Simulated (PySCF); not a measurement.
Runs of PySCF 2.14.0 on Nb. The structure is cubic, space group Im-3m (No. 229). The conventional cell has a = 3.328 Å, b = 3.328 Å, c = 3.328 Å, α = 90.00°, β = 90.00°, γ = 90.00°. Nb (site symmetry m-3m) has 8 Nb at 2.88 Å as nearest neighbours. 

| task | level | k mesh | gaussian width of the DOS | conv_tol | max_cycle | band path | mesh quality | gap on the mesh (eV) | V0 of scaled cells (Å³/atom) | B0 (GPa) |
| --- | --- | --- | --- | --- | --- | --- | --- | --- | --- | --- |
| equation of state | PBE | 4 × 4 × 4 | - | - | - | - | coarse | - | (a) | 187 |
| density of states | PBEsol | 12 × 12 × 12 | 0.15 eV | 1e-07 Ha | 60 | - | not flagged | none | - | - |
| equation of state | PBEsol | 4 × 4 × 4 | - | - | - | - | coarse | - | 17.96 | 200 |
| band structure | r2SCAN | 2 × 2 × 2 | - | 1e-07 Ha | 60 | GHNGPH,PN | coarse | none | - | - |
| band structure | PBE | 2 × 2 × 2 | - | 1e-07 Ha | 60 | GHNGPH,PN | coarse | none | - | - |

Alike in all rows: potentials or basis DZVP-MOLOPT-SR/GTH-PBE (potentials made for PBE); no spin polarisation; cell as given; smearing fermi-dirac 0.05 eV.

Question: Fill in the values left out.

Answer: (a) 18.45.

Caveats: some runs use coarse meshes; the basis of atomic orbitals isn't converged, which shifts pressures, moduli and gaps; the potentials were made for another functional, which shifts forces and pressure (some runs); meta-GGAs need a finer uniform grid than this (some runs).

A k mesh can miss the band edges, and the runs leave out spin-orbit coupling on Nb.

A gap of «none» marks a metal or a gap under the smearing width.
